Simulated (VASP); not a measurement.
# Al2O3 (P-3m1) in VASP: further runs

Aim: see how the results for Al2O3 move with the level of theory and the settings. Levels: AM05, PW91, r2SCAN. Tasks: band structure.

Everything below comes from runs of VASP 6.6.1. Logs are shortened: lines on timing, memory, paths and dates and some standing lists are left out, and cuts for length are marked.

## (1) Starting point

Symmetry: P-3m1, No. 164, trigonal system. The conventional cell has a = 3.017 Å, b = 3.017 Å, c = 7.575 Å, α = 90.00°, β = 90.00°, γ = 120.00°. Al (site symmetry 3m) has 4 O at 1.68 to 1.84 Å as nearest neighbours. O (site symmetry -3m) has 2 Al at 1.68 Å as nearest neighbours. Around O (site symmetry 3m) lie 3 Al at 1.84 Å.

Measurements of this composition are mostly on another form, of space group No. 167.

## (2) Band structure, AM05

Input file POSCAR:

```
Al2O3
1.0
    3.0174825440      0.0000000000      0.0000000000
   -1.5087412720      2.6132165386      0.0000000000
    0.0000000000      0.0000000000      7.5746360022
Al O
2 3
Direct
    0.0000000000      0.0000000000      0.7220490000
    0.0000000000      0.0000000000      0.2779510000
    0.0000000000      0.0000000000      0.5000000000
    0.6666666667      0.3333333333      0.8005460000
    0.3333333333      0.6666666667      0.1994540000
```

Input file INCAR.step1:

```
SYSTEM = Al2O3
PREC = Accurate ; ENCUT = 520
EDIFF = 1E-6 ; ISMEAR = -1
SIGMA = 0.05 ; LREAL = .False.
LASPH = .True. ; NELM = 100
ALGO = Normal ; ISIF = 2
LWAVE = .False. ; LCHARG = .True.
GGA = AM
```

Input file KPOINTS.step1:

```
regular mesh
0
Gamma
  7 7 3
  0 0 0
```

Input file INCAR.step2:

```
SYSTEM = Al2O3
PREC = Accurate ; ENCUT = 520
EDIFF = 1E-6 ; ISMEAR = 0
SIGMA = 0.05 ; LREAL = .False.
LASPH = .True. ; NELM = 100
ALGO = Normal ; ISIF = 2
LWAVE = .False. ; LCHARG = .False.
GGA = AM ; ICHARG = 11
```

Input file KPOINTS.step2:

```
path GMKGALHA,LM,KH
20
line-mode
reciprocal
 0.0000000000  0.0000000000  0.0000000000  G
 0.5000000000  0.0000000000  0.0000000000  M

 0.5000000000  0.0000000000  0.0000000000  M
 0.3333333333  0.3333333333  0.0000000000  K

 0.3333333333  0.3333333333  0.0000000000  K
 0.0000000000  0.0000000000  0.0000000000  G

 0.0000000000  0.0000000000  0.0000000000  G
 0.0000000000  0.0000000000  0.5000000000  A

 0.0000000000  0.0000000000  0.5000000000  A
 0.5000000000  0.0000000000  0.5000000000  L

 0.5000000000  0.0000000000  0.5000000000  L
 0.3333333333  0.3333333333  0.5000000000  H

 0.3333333333  0.3333333333  0.5000000000  H
 0.0000000000  0.0000000000  0.5000000000  A

 0.5000000000  0.0000000000  0.5000000000  L
 0.5000000000  0.0000000000  0.0000000000  M

 0.3333333333  0.3333333333  0.0000000000  K
 0.3333333333  0.3333333333  0.5000000000  H
```

Potentials or basis: VASP PAW PBE potentials, release 64 (Al, O).

Command:

```bash
$ cat potpaw_PBE.64/Al/POTCAR potpaw_PBE.64/O/POTCAR > POTCAR
$ cp INCAR.step1 INCAR
$ cp KPOINTS.step1 KPOINTS
$ mpirun -np 1 vasp_std > vasp.out
$ cp INCAR.step2 INCAR
$ cp KPOINTS.step2 KPOINTS
$ mpirun -np 1 vasp_std > vasp.out
```

OUTCAR:

```text
SYSTEM = Al2O3
   PREC = Accurate
   ENCUT = 520
   EDIFF = 1E-6
   ISMEAR = 0
   LREAL = .False.
   LASPH = .True.
   NELM = 100
   ISIF = 2
   GGA = AM
   ICHARG = 11

 ion  position               nearest neighbor table
   1  0.000  0.000  0.722-   3 1.68   4 1.84   4 1.84   4 1.84   2 3.36
   2  0.000  0.000  0.278-   3 1.68   5 1.84   5 1.84   5 1.84   1 3.36
   3  0.000  0.000  0.500-   1 1.68   2 1.68
   4  0.667  0.333  0.801-   1 1.84   1 1.84   1 1.84
   5  0.333  0.667  0.199-   2 1.84   2 1.84   2 1.84

  LATTYP: Found a hexagonal cell.
 ALAT       =     3.0174825440
 C/A-ratio  =     2.5102501478

  Lattice vectors:

 A1 = (   3.0174825440,   0.0000000000,   0.0000000000)
 A2 = (  -1.5087412720,   2.6132165386,   0.0000000000)
 A3 = (   0.0000000000,   0.0000000000,   7.5746360022)

Analysis of symmetry for initial positions (statically):
=====================================================================
 Subroutine PRICEL returns:
 Original cell was already a primitive cell.

 Routine SETGRP: Setting up the symmetry group for a
 hexagonal supercell.

 Subroutine GETGRP returns: Found 12 space group operations
 (whereof 12 operations were pure point group operations)
 out of a pool of 24 trial point group operations.

The static configuration has the point symmetry D_3d.

Analysis of symmetry for dynamics (positions and initial velocities):
=====================================================================
 Subroutine PRICEL returns:
 Original cell was already a primitive cell.

 Routine SETGRP: Setting up the symmetry group for a
 hexagonal supercell.

 Subroutine GETGRP returns: Found 12 space group operations
 (whereof 12 operations were pure point group operations)
 out of a pool of 24 trial point group operations.

The dynamic configuration has the point symmetry D_3d.

 Subroutine INISYM returns: Found 12 space group operations
 (whereof 12 operations are pure point group operations),
 and found     1 'primitive' translations

----------------------------------------------------------------------------------------

                                     Primitive cell

  volume of cell :      59.7285

  direct lattice vectors                    reciprocal lattice vectors
     3.017482544  0.000000000  0.000000000     0.331402083  0.191335082  0.000000000
    -1.508741272  2.613216539  0.000000000     0.000000000  0.382670163  0.000000000
     0.000000000  0.000000000  7.574636002     0.000000000  0.000000000  0.132019545

  length of vectors
     3.017482544  3.017482544  7.574636002     0.382670163  0.382670163  0.132019545

  position of ions in fractional coordinates (direct lattice)
     0.000000000  0.000000000  0.722049000
     0.000000000  0.000000000  0.277951000
     0.000000000  0.000000000  0.500000000
     0.666666667  0.333333333  0.800546000
     0.333333333  0.666666667  0.199454000

  ion indices of the primitive-cell ions
   primitive index   ion index
                 1           1
                 2           2
                 3           3
                 4           4
                 5           5

----------------------------------------------------------------------------------------

 KPOINTS: path GMKGALHA,LM,KH

Interpolating k-points between supplied coordinates.

 Line segments in fractional coordinates (reciprocal lattice):
    0.000000  0.000000  0.000000  ...  0.500000  0.000000  0.000000
    0.500000  0.000000  0.000000  ...  0.333333  0.333333  0.000000
    0.333333  0.333333  0.000000  ...  0.000000  0.000000  0.000000
    0.000000  0.000000  0.000000  ...  0.000000  0.000000  0.500000
    0.000000  0.000000  0.500000  ...  0.500000  0.000000  0.500000
    0.500000  0.000000  0.500000  ...  0.333333  0.333333  0.500000
    0.333333  0.333333  0.500000  ...  0.000000  0.000000  0.500000
    0.500000  0.000000  0.500000  ...  0.500000  0.000000  0.000000
    0.333333  0.333333  0.000000  ...  0.333333  0.333333  0.500000

 Generated    20 points on each line segment, for a total of    180 k-points:

 Following reciprocal coordinates:
            Coordinates               Weight
  0.000000  0.000000  0.000000      0.005556
  0.026316  0.000000  0.000000      0.005556
  0.052632  0.000000  0.000000      0.005556
  0.078947  0.000000  0.000000      0.005556
  0.105263  0.000000  0.000000      0.005556
  0.131579  0.000000  0.000000      0.005556
[... 16 lines left out ...]
  0.482456  0.035088  0.000000      0.005556
  0.473684  0.052632  0.000000      0.005556
 [... further k-points ...]
   k-points           NKPTS =    180   k-points in BZ     NKDIM =    180   number of bands    NBANDS=     16
   number of dos      NEDOS =    301   number of ions     NIONS =      5
   total plane-waves  NPLWV =  32256
   dimension x,y,z NGX =    24 NGY =   24 NGZ =   56
   dimension x,y,z NGXF=    48 NGYF=   48 NGZF=  112
   ions per type =               2   3
   NGX,Y,Z   is equivalent  to a cutoff of  13.22, 13.22, 12.29 a.u.
   NGXF,Y,Z  is equivalent  to a cutoff of  26.45, 26.45, 24.58 a.u.
 SYSTEM =  Al2O3
   PREC   = accura    normal or accurate (medium, high low for compatibility)
   ISTART =      0    job   : 0-new  1-cont  2-samecut
   ICHARG =     11    charge: 1-file 2-atom 10-const
   ISPIN  =      1    spin polarized calculation?
   LNONCOLLINEAR =      F non collinear calculations
   LSORBIT =      F    spin-orbit coupling
   LASPH  =      T    aspherical Exc in radial PAW
   ENCUT  =  520.0 eV  38.22 Ry    6.18 a.u.   5.61  5.61 14.08*2*pi/ulx,y,z
   NELM   =    100;   NELMIN=  2; NELMDL=  0     # of ELM steps
   EDIFF  = 0.1E-05   stopping-criterion for ELM
   LREAL  =      F    real-space projection
   EDIFFG = 0.1E-04   stopping-criterion for IOM
   NSW    =      0    number of steps for IOM
   IBRION =     -1    ionic relax: 0-MD 1-quasi-New 2-CG
   NFREE  =      0    steps in history (QN), initial steepest desc. (CG)
   ISIF   =      2    stress and relaxation
   ISYM   =      2    0-nonsym 1-usesym 2-fastsym
   POTIM  = 0.5000    time-step for ionic-motion
   TEBEG  =    0.0;   TEEND  =   0.0 temperature during run
   PSTRESS=    0.0 pullay stress
   NELECT =      24.0000    total number of electrons
   NUPDOWN=      -1.0000    fix difference up-down
   EMIN   =  10.00;   EMAX   =-10.00  energy-range for DOS
   EFERMI =   0.00;   METHOD = LEGACY
   ISMEAR =     0;   SIGMA  =   0.05  broadening in eV -4-tet -1-fermi 0-gaus
   EFERMI_NEDOS =   21; number of points for ismear=-14 and -15
   IALGO  =     38    algorithm
   IMIX   =      4    mixing-type and parameters
     AMIX     =   0.40;   BMIX     =  1.00
     AMIX_MAG =   1.60;   BMIX_MAG =  1.00
  volume/ion in A,a.u.               =      11.95        80.61
  Fermi-wavevector in a.u.,A,eV,Ry     =   1.208049  2.282882 19.856107  1.459383
  Thomas-Fermi vector in A             =   2.343669
   LORBIT       =      0    0 simple, 1 ext, 2 COOP (PROOUT), +10 PAW based schemes
   GGA     = AM    functional components
   LHFCALC =     F    Hartree Fock is set to
   AEXX    =    0.0000 exact exchange contribution
   IVDW    =     0    specifies the selected vdW correction
   LEPSILON=     F    determine dielectric tensor
   LRPA    =     F    only Hartree local field effects (RPA)
 non-spin polarized calculation
 Gauss-broadening in eV      SIGMA  =   0.05
  energy-cutoff  :      520.00
  volume of cell :       59.73
 maximum number of plane-waves:      1636
 NGX is ok and might be reduce to    24

 number of electron      24.0000012 magnetization

 Free energy of the ion-electron system (eV)
  ---------------------------------------------------
  ext. energy  EPLUGINS =         0.00000000
  ---------------------------------------------------
  free energy    TOTEN  =       -36.18333406 eV

  energy without entropy =      -36.18333406  energy(sigma->0) =      -36.18333406

 E-fermi :   4.0548     XC(G=0):  -9.7849

 val. band max:        3.8259027351   @ k =   0.0000   0.0000   0.0000
 cond. band min:       6.1420657043   @ k =   0.0000   0.0000   0.0000
 fundamental gap:      2.3161629693
 Fermi energy:         4.0547692721

 k-point     1 :       0.0000    0.0000    0.0000
  band No.  band energies     occupation
      1     -15.6762      2.00000
      2     -15.4807      2.00000
      3     -12.9008      2.00000
      4      -2.0427      2.00000
      5      -0.6715      2.00000
      6       0.0794      2.00000
[... 8 lines left out ...]
     15      11.1600      0.00000
     16      14.2846      0.00000

 k-point     2 :       0.0263    0.0000    0.0000
  band No.  band energies     occupation
      1     -15.6706      2.00000
      2     -15.4758      2.00000
      3     -12.8979      2.00000
      4      -2.0398      2.00000
      5      -0.6681      2.00000
      6       0.0517      2.00000
[... 8 lines left out ...]
     15      11.1635      0.00000
     16      14.2415      0.00000

 k-point     3 :       0.0526    0.0000    0.0000
  band No.  band energies     occupation
      1     -15.6542      2.00000
      2     -15.4612      2.00000
      3     -12.8891      2.00000
      4      -2.0316      2.00000
      5      -0.6586      2.00000
      6      -0.0321      2.00000
[... 8 lines left out ...]
     15      11.1726      0.00000
     16      14.1131      0.00000

 k-point     4 :       0.0789    0.0000    0.0000
  band No.  band energies     occupation
      1     -15.6270      2.00000
      2     -15.4370      2.00000
      3     -12.8747      2.00000
      4      -2.0203      2.00000
      5      -0.6455      2.00000
      6      -0.1687      2.00000
[... 8 lines left out ...]
     15      11.1825      0.00000
     16      13.9245      0.00000
[... 324 lines left out ...]
 k-point    22 :       0.4912    0.0175    0.0000
  band No.  band energies     occupation
      1     -14.7155      2.00000
      2     -14.6994      2.00000
      3     -12.4670      2.00000
      4      -3.4730      2.00000
      5      -3.2118      2.00000
      6      -0.6056      2.00000
[... 8 lines left out ...]
     15      11.9863      0.00000
     16      12.7696      0.00000

 k-point    23 :       0.4825    0.0351    0.0000
  band No.  band energies     occupation
      1     -14.7135      2.00000
      2     -14.6975      2.00000
      3     -12.4659      2.00000
      4      -3.4641      2.00000
      5      -3.2036      2.00000
      6      -0.6317      2.00000
[... 8 lines left out ...]
     15      11.9872      0.00000
     16      12.7874      0.00000

 k-point    24 :       0.4737    0.0526    0.0000
  band No.  band energies     occupation
      1     -14.7103      2.00000
      2     -14.6943      2.00000
      3     -12.4641      2.00000
      4      -3.4492      2.00000
      5      -3.1899      2.00000
      6      -0.6777      2.00000
[... 8 lines left out ...]
     15      11.9874      0.00000
     16      12.8179      0.00000

 [... further k-points ...]

------------------------ aborting loop because EDIFF is reached ----------------------------------------

  FORCE on cell =-STRESS in cart. coord.  units (eV):
  Direction    XX          YY          ZZ          XY          YZ          ZX
  --------------------------------------------------------------------------------------
  -------------------------------------------------------------------------------------
  Total        1.3151454      1.3151454      0.9182987     -0.0000000      0.0000000     -0.0000000
  in kB       35.2778759     35.2778759     24.6327334     -0.0000000      0.0000000     -0.0000000
  external PRESSURE =      31.7294951 kB  Pullay stress =       0.0000000 kB

 VOLUME and BASIS-vectors are now :
 -----------------------------------------------------------------------------
  energy-cutoff  :      520.00
  volume of cell :       59.73
      direct lattice vectors                 reciprocal lattice vectors
     3.017482544  0.000000000  0.000000000     0.331402083  0.191335082  0.000000000
    -1.508741272  2.613216539  0.000000000     0.000000000  0.382670163  0.000000000
     0.000000000  0.000000000  7.574636002     0.000000000  0.000000000  0.132019545

 POSITION                                       TOTAL-FORCE (eV/Angst)
 -----------------------------------------------------------------------------------
      0.00000      0.00000      5.46926        -0.000000      0.000000      0.028928
      0.00000      0.00000      2.10538        -0.000000     -0.000000     -0.028928
      0.00000      0.00000      3.78732        -0.000000      0.000000      0.000000
      1.50874      0.87107      6.06384        -0.000000      0.000000     -0.468856
     -0.00000      1.74214      1.51079         0.000000     -0.000000      0.468856
 -----------------------------------------------------------------------------------
    total drift:                                0.000000      0.000000      0.000000

  FREE ENERGIE OF THE ION-ELECTRON SYSTEM (eV)
  ---------------------------------------------------
  free  energy   TOTEN  =       -36.1833340629 eV

  energy  without entropy=      -36.1833340629  energy(sigma->0) =      -36.18333406
```

Run time: 63 s. Hardware: 1 thread of Intel Xeon Platinum 8488C (Sapphire Rapids), shared host; peak memory 0.25 GiB.

What came out:

```
Band gap on the k mesh  : 2.32 eV, direct
Band gap along the path : 2.32 eV, direct
```

Levels at the corners of the path, in eV from the valence-band top:
```
point  band 10  band 11  band 12  band 13  band 14  band 15
    Γ    -2.35     0.00     0.00     2.32     4.27     7.33
    M    -3.12    -1.77    -0.49     4.53     6.13     8.16
    M    -3.12    -1.77    -0.49     4.53     6.13     8.16
    K    -3.50    -1.42    -1.42     6.65     6.65     7.71
    K    -3.50    -1.42    -1.42     6.65     6.65     7.71
    Γ    -2.35     0.00     0.00     2.32     4.27     7.33
    Γ    -2.35     0.00     0.00     2.32     4.27     7.33
    A    -3.11     0.00     0.00     3.26     3.32     8.07
    A    -3.11     0.00     0.00     3.26     3.32     8.07
    L    -3.34    -1.70    -0.48     4.96     5.56     8.09
    L    -3.34    -1.70    -0.48     4.96     5.56     8.09
    H    -3.43    -1.49    -1.49     6.66     6.66     7.73
    H    -3.43    -1.49    -1.49     6.66     6.66     7.73
    A    -3.11     0.00     0.00     3.26     3.32     8.07
    L    -3.34    -1.70    -0.48     4.96     5.56     8.09
    M    -3.12    -1.77    -0.49     4.53     6.13     8.16
    K    -3.50    -1.42    -1.42     6.65     6.65     7.71
    H    -3.43    -1.49    -1.49     6.66     6.66     7.73
```

Caveat: the log is that of the step along the path at fixed density, whose energy, stress, charges and moments have no meaning; the PAW data sets were made with another functional, which shifts forces and pressure a little. A hybrid or GW would open this gap; AM05 tends to underestimate it.

(Continued in part 2 of 2.)
